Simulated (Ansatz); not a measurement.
Suppose CdS takes space group P4_2/mnm (No. 136), with Cd on 4f; S on 4g. Recipe of this trial structure of CdS: 4-connected net, two elements alternating.

Theory: DFT PBE, scalar-relativistic, plane waves, PAW in Ansatz. Cutoff 420 eV, Γ-centred mesh, Gaussian smearing, no spin polarisation.

The zero of energy is the elements' standard structures at the same level; no fitted shifts are applied.

Problem. Give the relaxed lattice parameters and positions.

Solution.

Space group P4_2/mnm (No. 136). a = 7.208 Å, b = 7.208 Å, c = 4.212 Å, α = 90.00°, β = 90.00°, γ = 90.00°
| atom | site | symmetry | x | y | z |
| --- | --- | --- | --- | --- | --- |
| Cd | 4f | m.2m | 0.6787 | 0.6787 | 0.0000 |
| S | 4g | m.2m | 0.8175 | 0.8175 | 0.5000 |

Cd has 4 S at 2.54–2.60 Å; S is surrounded by 4 Cd at 2.54–2.60 Å. Another local minimum with the same sites may exist.

Problem. Where does its energy lie, and is it a metal?

Solution. The formation energy is −0.630 eV/atom. The gap on the 4×4×6 mesh of the 8-atom cell is 1.20 eV. A negative formation energy is needed for stability but isn't enough: competing phases decide.

The last run used Gaussian smearing of 0.02 eV. Kohn–Sham gaps at this level usually fall short of measured ones. The reference form of S is held partly by dispersion forces, which this level lacks. A later test with randomly moved atoms came back to the same energy, though modes that don't fit the test's cell weren't probed.
